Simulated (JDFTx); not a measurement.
# Cr (P-1) in JDFTx: convergence with cutoff

Aim: find how far cutoff must go before the results for Cr settle, at RPBE. This setting moves, with any that are tied to it; all else stays.

Everything below comes from runs of JDFTx 1.7.0 (patched build). Logs are shortened: lines on timing, memory, paths and dates and some standing lists are left out, and cuts for length are marked. The log counts tension as positive stress, the text compression.

## 1. The cell of the first run

The typed cell holds 1 atom: a = 2.527 Å, b = 2.633 Å, c = 2.538 Å, α = 108.65°, β = 108.61°, γ = 110.61°.

The cell isn't the ideal one: cell strained at random at fixed volume.

## 2. With cutoff 517.016 eV

Input file Cr.in:

```
lattice \
   -2.7979738535     2.9273199376     2.7720827159 \
    2.7829354130    -2.8278258571     2.8019347195 \
    2.6886116233     2.8628462617    -2.7335001776
coords-type Cartesian
ion Cr    -0.0971902487    -0.0330711329     0.0671182218 1

ion-species pseudo/Cr.upf
elec-cutoff 19
elec-ex-corr gga-x-rpbe gga-c-pbe
kpoint-folding 6 6 6
elec-smearing Fermi 0.0018374661
elec-n-bands 14
spintype z-spin
initial-magnetic-moments Cr 3
elec-initial-magnetization 3 no
electronic-SCF nIterations 100 energyDiffThreshold 1e-09
electronic-minimize nIterations 30 energyDiffThreshold 1e-7
converge-empty-states yes
forces-output-coords Cartesian

dump-name run.$VAR
dump End Ecomponents EigStats BandEigs Kpoints Forces Stress
```

Potentials or basis: PseudoDojo-SR-PBE-0.5-standard.

The run is started by

```bash
$ jdftx -c 1 -i Cr.in -o Cr.out
```

Wall time 25 s (1 thread of Intel Xeon Platinum 8259CL at 2.50GHz (Skylake/Cascade Lake), shared host); peak memory 0.07 GiB.

Results:

- Free energy: -2336.1389 eV
- Pressure: -542.9 GPa
- Band gap on the k mesh: none (metal or under the smearing width)
- Net moment: 0.00 μB per cell
- Absolute moment: 0.00 μB per cell

## 3. With cutoff 653.073 eV

Changes to Cr.in since step 2:

```diff
@@ -8,3 +8,3 @@
 ion-species pseudo/Cr.upf
-elec-cutoff 19
+elec-cutoff 24
 elec-ex-corr gga-x-rpbe gga-c-pbe
```

Potentials or basis: PseudoDojo-SR-PBE-0.5-standard.

The run is started by

```bash
$ jdftx -c 1 -i Cr.in -o Cr.out
```

It took 62 s on 1 thread of Intel Xeon Platinum 8259CL at 2.50GHz (Skylake/Cascade Lake), shared host; peak memory 0.09 GiB.

What came out:

```yaml
Free_energy: -2346.4418 eV
Pressure: -257.6 GPa
Band_gap_on_the_k_mesh: none (metal or under the smearing width)
Net_moment: 0.00 μB per cell
Absolute_moment: 0.00 μB per cell
```

## 4. With cutoff 761.919 eV

Changes to Cr.in since step 3:

```diff
@@ -8,3 +8,3 @@
 ion-species pseudo/Cr.upf
-elec-cutoff 24
+elec-cutoff 28
 elec-ex-corr gga-x-rpbe gga-c-pbe
```

The run is started by

```bash
$ jdftx -c 1 -i Cr.in -o Cr.out
```

Run time: 64 s. Hardware: 1 thread of Intel Xeon Platinum 8259CL at 2.50GHz (Skylake/Cascade Lake), shared host; peak memory 0.11 GiB.

What came out:

* Free energy: -2349.5184 eV
* Pressure: -127.7 GPa
* Band gap on the k mesh: none (metal or under the smearing width)
* Net moment: 0.00 μB per cell
* Absolute moment: 0.00 μB per cell

## 5. With cutoff 897.976 eV

Changes to Cr.in since step 4:

```diff
@@ -8,3 +8,3 @@
 ion-species pseudo/Cr.upf
-elec-cutoff 28
+elec-cutoff 33
 elec-ex-corr gga-x-rpbe gga-c-pbe
```

The run is started by

```bash
$ jdftx -c 1 -i Cr.in -o Cr.out
```

Wall time 98 s (1 thread of Intel Xeon Platinum 8259CL at 2.50GHz (Skylake/Cascade Lake), shared host); peak memory 0.13 GiB.

Results:

* Free energy: -2350.7462 eV
* Pressure: -50.2 GPa
* Band gap on the k mesh: none (metal or under the smearing width)
* Net moment: 0.00 μB per cell
* Absolute moment: 0.00 μB per cell

## 6. With cutoff 1034.03 eV

Changes to Cr.in since step 5:

```diff
@@ -8,3 +8,3 @@
 ion-species pseudo/Cr.upf
-elec-cutoff 33
+elec-cutoff 38
 elec-ex-corr gga-x-rpbe gga-c-pbe
```

Potentials or basis: PseudoDojo-SR-PBE-0.5-standard.

The run is started by

```bash
$ jdftx -c 1 -i Cr.in -o Cr.out
```

It took 1.7 min on 1 thread of Intel Xeon Platinum 8259CL at 2.50GHz (Skylake/Cascade Lake), shared host; peak memory 0.15 GiB.

Results:

| Property | Result |
| --- | --- |
| Free energy | -2351.0022 eV |
| Pressure | -25.9 GPa |
| Band gap on the k mesh | none (metal or under the smearing width) |
| Net moment | 0.00 μB per cell |
| Absolute moment | 0.00 μB per cell |

## 7. With cutoff 1142.88 eV

Changes to Cr.in since step 6:

```diff
@@ -8,3 +8,3 @@
 ion-species pseudo/Cr.upf
-elec-cutoff 38
+elec-cutoff 42
 elec-ex-corr gga-x-rpbe gga-c-pbe
```

The run is started by

```bash
$ jdftx -c 1 -i Cr.in -o Cr.out
```

Run time: 1.8 min. Hardware: 1 thread of Intel Xeon Platinum 8259CL at 2.50GHz (Skylake/Cascade Lake), shared host; peak memory 0.17 GiB.

It converged, with:

| Property | Result |
| --- | --- |
| Free energy | -2351.0323 eV |
| Pressure | -21.6 GPa |
| Band gap on the k mesh | none (metal or under the smearing width) |
| Net moment | 0.00 μB per cell |
| Absolute moment | 0.00 μB per cell |

## 8. With cutoff 1278.93 eV

Changes to Cr.in since step 7:

```diff
@@ -8,3 +8,3 @@
 ion-species pseudo/Cr.upf
-elec-cutoff 42
+elec-cutoff 47
 elec-ex-corr gga-x-rpbe gga-c-pbe
```

The run is started by

```bash
$ jdftx -c 1 -i Cr.in -o Cr.out
```

Wall time 1.7 min (1 thread of Intel Xeon Platinum 8259CL at 2.50GHz (Skylake/Cascade Lake), shared host); peak memory 0.19 GiB.

The run converged. Its results:

| Item | Value |
| --- | --- |
| Free energy | -2351.0369 eV |
| Pressure | -20.7 GPa |
| Band gap on the k mesh | none (metal or under the smearing width) |
| Net moment | 0.00 μB per cell |
| Absolute moment | 0.00 μB per cell |

## 9. With cutoff 1469.41 eV

Changes to Cr.in since step 8:

```diff
@@ -8,3 +8,3 @@
 ion-species pseudo/Cr.upf
-elec-cutoff 47
+elec-cutoff 54
 elec-ex-corr gga-x-rpbe gga-c-pbe
```

Potentials or basis: PseudoDojo-SR-PBE-0.5-standard.

The run is started by

```bash
$ jdftx -c 1 -i Cr.in -o Cr.out
```

Wall time 2.3 min (1 thread of Intel Xeon Platinum 8259CL at 2.50GHz (Skylake/Cascade Lake), shared host); peak memory 0.23 GiB.

The run converged. Its results:

* Free energy: -2351.0376 eV
* Pressure: -20.7 GPa
* Band gap on the k mesh: none (metal or under the smearing width)
* Net moment: 0.00 μB per cell
* Absolute moment: 0.00 μB per cell

## 10. With cutoff 1714.32 eV

Changes to Cr.in since step 9:

```diff
@@ -8,3 +8,3 @@
 ion-species pseudo/Cr.upf
-elec-cutoff 54
+elec-cutoff 63
 elec-ex-corr gga-x-rpbe gga-c-pbe
```

Potentials or basis: PseudoDojo-SR-PBE-0.5-standard.

The run is started by

```bash
$ jdftx -c 1 -i Cr.in -o Cr.out
```

The log of the run:

```text
*************** JDFTx 1.7.0 (patched build) ***************

Input parsed successfully to the following command list (including defaults):
[... the input with its defaults ...]

---------- Setting up symmetries ----------

Non-trivial transmission matrix:
[   1   1   0  ]
[   0   1   0  ]
[   0   1   1  ]
with reduced lattice vectors:
[     -2.797974      2.901429      2.772083  ]
[      2.782935      2.757044      2.801935  ]
[      2.688612      2.817958     -2.733500  ]

Found 2 point-group symmetries of the bravais lattice
Found 2 space-group symmetries with basis
Applied RMS atom displacement 0 bohrs to make symmetries exact.

---------- Initializing the Grid ----------
R =
[     -2.79797      2.92732      2.77208  ]
[      2.78294     -2.82783      2.80193  ]
[      2.68861      2.86285      -2.7335  ]
unit cell volume = 88.2985
G =
[ -0.0207531    1.13412    1.14146  ]
[    1.07737  0.0138907    1.10682  ]
[    1.10794    1.13004 -0.0166767  ]
Minimum fftbox size, Smin = [  36  36  36  ]
Chosen fftbox size, S = [  36  36  36  ]

---------- Exchange Correlation functional ----------
Initialized LibXC exchange functional 'Hammer, Hansen, and Norskov'
Initialized LibXC correlation functional 'Perdew, Burke & Ernzerhof'

---------- Setting up pseudopotentials ----------
Width of ionic core gaussian charges (only for fluid interactions / plotting) set to 0

Reading pseudopotential file 'pseudo/Cr.upf':
  'Cr' pseudopotential, 'PBE' functional
  Generated using ONCVPSP code by D. R. Hamann
  14 valence electrons, 4 orbitals, 6 projectors, 1001 radial grid points, with lMax = 2
    3S    l: 0   occupation:  2.0   eigenvalue: -2.719139
    3P    l: 1   occupation:  6.0   eigenvalue: -1.670009
    3D    l: 2   occupation:  5.0   eigenvalue: -0.107060
    4S    l: 0   occupation:  1.0   eigenvalue: -0.147267
  Core radius for overlap checks: 1.64 bohrs.

Initialized 1 species with 1 total atoms.

Folded 1 k-points by 6x6x6 to 216 k-points.

---------- Setting up k-points, bands, fillings ----------
Reduced to 112 k-points under symmetry.
Computing the number of bands and number of electrons
Calculating initial fillings.
nElectrons:  14.000000   nBands: 14   nStates: 224

----- Setting up reduced wavefunction bases (one per k-point) -----
average nbasis = 2109.060 , ideal nbasis = 2108.909

---------- Setting up ewald sum ----------
Optimum gaussian width for ewald sums = 1.752518 bohr.
Real space sum over 2197 unit cells with max indices [  6  6  6  ]
Reciprocal space sum over 2197 terms with max indices [  6  6  6  ]

---------- Allocating electronic variables ----------
Initializing wave functions:  linear combination of atomic orbitals
Note: number of bands (14) exceeds available atomic orbitals (10)
Cr (M=3) pseudo-atom majority spin occupations:   s ( 1 1 )  p ( 3 )  d ( 3.5 )
Cr (M=3) pseudo-atom minority spin occupations:   s ( 1 1 )  p ( 3 )  d ( 0.5 )
	FillingsUpdate:  mu: +0.465198810  nElectrons: 14.000000  magneticMoment: [ Abs: 0.96656  Tot: +0.95255 ]
LCAOMinimize: Iter:   0  F: -86.2375691934681896  |grad|_K:  3.567e-03  alpha:  1.000e+00
	FillingsUpdate:  mu: +0.612714166  nElectrons: 14.000000  magneticMoment: [ Abs: 1.08860  Tot: +1.08407 ]
LCAOMinimize: Iter:   1  F: -86.3729433794108985  |grad|_K:  6.670e-04  alpha:  3.976e-01  linmin: -2.933e-02  cgtest:  3.081e-01
LCAOMinimize: Encountered beta<0, resetting CG.
[... 16 lines of inner loops ...]
LCAOMinimize: Iter:   8  F: -86.3886427441169360  |grad|_K:  8.816e-07  alpha:  7.671e-01  linmin: -5.221e-04  cgtest:  1.171e-03
	FillingsUpdate:  mu: +0.625174748  nElectrons: 14.000000  magneticMoment: [ Abs: 0.00332  Tot: +0.00130 ]
LCAOMinimize: Iter:   9  F: -86.3886427624899085  |grad|_K:  1.510e-07  alpha:  1.076e+00  linmin:  3.531e-04  cgtest: -8.281e-03
LCAOMinimize: Converged (|Delta F|<1.000000e-06 for 2 iters).

-------- Electronic minimization -----------
Will mix electronic density at each iteration.
	FillingsUpdate:  mu: +0.625174748  nElectrons: 14.000000  magneticMoment: [ Abs: 0.00332  Tot: +0.00130 ]
	FillingsUpdate:  mu: +0.623258992  nElectrons: 14.000000  magneticMoment: [ Abs: 0.00332  Tot: +0.00130 ]
SCF: Cycle:  0   F: -86.397799164000986   dF: -9.156e-03   |Residual|: 4.957e-02   |deigs|: 5.009e-01
	FillingsUpdate:  mu: +0.632730704  nElectrons: 14.000000  magneticMoment: [ Abs: 0.00089  Tot: +0.00040 ]
SCF: Cycle:  1   F: -86.398991470400418   dF: -1.192e-03   |Residual|: 1.363e-02   |deigs|: 1.697e-02
	FillingsUpdate:  mu: +0.630834592  nElectrons: 14.000000  magneticMoment: [ Abs: 0.00030  Tot: +0.00016 ]
SCF: Cycle:  2   F: -86.399027993870988   dF: -3.652e-05   |Residual|: 6.721e-03   |deigs|: 2.914e-03
	FillingsUpdate:  mu: +0.630541448  nElectrons: 14.000000  magneticMoment: [ Abs: 0.00014  Tot: -0.00002 ]
SCF: Cycle:  3   F: -86.399030404148832   dF: -2.410e-06   |Residual|: 8.529e-04   |deigs|: 8.173e-04
	FillingsUpdate:  mu: +0.630478171  nElectrons: 14.000000  magneticMoment: [ Abs: 0.00018  Tot: +0.00000 ]
SCF: Cycle:  4   F: -86.399030529239695   dF: -1.251e-07   |Residual|: 3.084e-04   |deigs|: 4.961e-04
	FillingsUpdate:  mu: +0.630510793  nElectrons: 14.000000  magneticMoment: [ Abs: 0.00006  Tot: +0.00001 ]
SCF: Cycle:  5   F: -86.399030575991404   dF: -4.675e-08   |Residual|: 2.782e-05   |deigs|: 4.255e-04
	FillingsUpdate:  mu: +0.630512952  nElectrons: 14.000000  magneticMoment: [ Abs: 0.00001  Tot: +0.00000 ]
SCF: Cycle:  6   F: -86.399030578906320   dF: -2.915e-09   |Residual|: 2.426e-05   |deigs|: 3.199e-04
	FillingsUpdate:  mu: +0.630511132  nElectrons: 14.000000  magneticMoment: [ Abs: 0.00001  Tot: +0.00000 ]
SCF: Cycle:  7   F: -86.399030579531825   dF: -6.255e-10   |Residual|: 7.241e-06   |deigs|: 2.292e-04
	FillingsUpdate:  mu: +0.630510119  nElectrons: 14.000000  magneticMoment: [ Abs: 0.00000  Tot: +0.00000 ]
SCF: Cycle:  8   F: -86.399030579645384   dF: -1.136e-10   |Residual|: 4.066e-06   |deigs|: 2.246e-04
SCF: Converged (|Delta E|<1.000000e-09 for 2 iters).

Setting wave functions to eigenvectors of Hamiltonian
Converging empty states (this may take a while):
EmptyStates: None of the convergence criteria satisfied.
|deigs|: 7.181e-04

# Stress tensor in Cartesian coordinates [Eh/a0^3]:
[  0.000849525 -1.95401e-05   0.00012545  ]
[ -1.95401e-05  0.000664288 -4.49132e-05  ]
[   0.00012545 -4.49132e-05  0.000595313  ]

# Ionic positions in cartesian coordinates:
ion Cr  -0.097190248700000  -0.033071132900000   0.067118221800000 1

# Forces in Cartesian coordinates:
force Cr   0.000000000000000   0.000000000000000   0.000000000000000 1

# Energy components:
   Eewald =      -63.5520349806773766
       EH =       19.1711657462748803
     Eloc =      -63.4677222964650127
      Enl =       -6.3380233637656804
      Exc =      -13.1643547316880074
 Exc_core =        2.6262882624989965
       KE =       38.3258695853688351
-------------------------------------
     Etot =      -86.3988117784533642
       TS =        0.0002188011920140
-------------------------------------
        F =      -86.3990305796453839

IonicMinimize: Iter:   0  F: -86.399030579645384  |grad|_K:  0.000e+00
IonicMinimize: Converged (|grad|_K<1.000000e-04).

#--- Lowdin population analysis ---
# oxidation-state Cr +0.089
# magnetic-moments Cr +0.000

Dumping 'run.eigStats' ...
	eMin: -2.016193 at state 0 ( [ +0.000000 +0.000000 +0.000000 ] spin 1 )
	HOMO: +0.628553 at state 167 ( [ +0.166667 -0.166667 -0.166667 ] spin -1 )
	mu  : +0.630512
	LUMO: +0.631798 at state 4 ( [ +0.000000 +0.166667 +0.000000 ] spin 1 )
	eMax: +1.689478 at state 145 ( [ +0.166667 +0.333333 +0.166667 ] spin -1 )
	HOMO-LUMO gap: +0.003246
	Optical gap  : +0.026099 at state 162 ( [ +0.166667 -0.166667 +0.000000 ] spin -1 )
WARNING: the last solve of the electrons (or of bands or displaced states from it) ended unconverged.
Done!
```

It took 3.7 min on 1 thread of Intel Xeon Platinum 8259CL at 2.50GHz (Skylake/Cascade Lake), shared host; peak memory 0.28 GiB.

Results:

- Free energy: -2351.0374 eV
- Pressure: -20.7 GPa
- Band gap on the k mesh: none (metal or under the smearing width)
- Net moment: 0.00 μB per cell
- Absolute moment: 0.00 μB per cell

## 11. The series at a glance

```
    cutoff  energy less the tightest run, at zero smearing (meV/atom)  pressure (GPa)  SCF cycles  CPU time (s)  peak memory (GiB)
517.016 eV                                                   14899.36         -542.86           9            25               0.07
653.073 eV                                                    4594.91         -257.62           9            62               0.09
761.919 eV                                                    1518.97         -127.69           9            64               0.11
897.976 eV                                                     291.15          -50.16           9            98               0.13
1034.03 eV                                                      35.19          -25.90           9           100               0.15
1142.88 eV                                                       5.08          -21.60           9           110               0.17
1278.93 eV                                                       0.48          -20.71           9           100               0.19
1469.41 eV                                                      -0.21          -20.70           9           140               0.23
1714.32 eV                                                       0.00          -20.68           9           220               0.28
```

Against the tightest run, the energy stays within 1 meV/atom from 1278.93 eV on; the pressure stays within 0.1 GPa from 1278.93 eV on. The tightest run that finished is the yardstick and may itself not be fully converged.

Caveats: all runs use coarse meshes; the starting moments collapsed, and a magnetic state may lie lower; the empty levels aren't tightly converged; the potentials were made for another functional, which shifts forces and pressure.
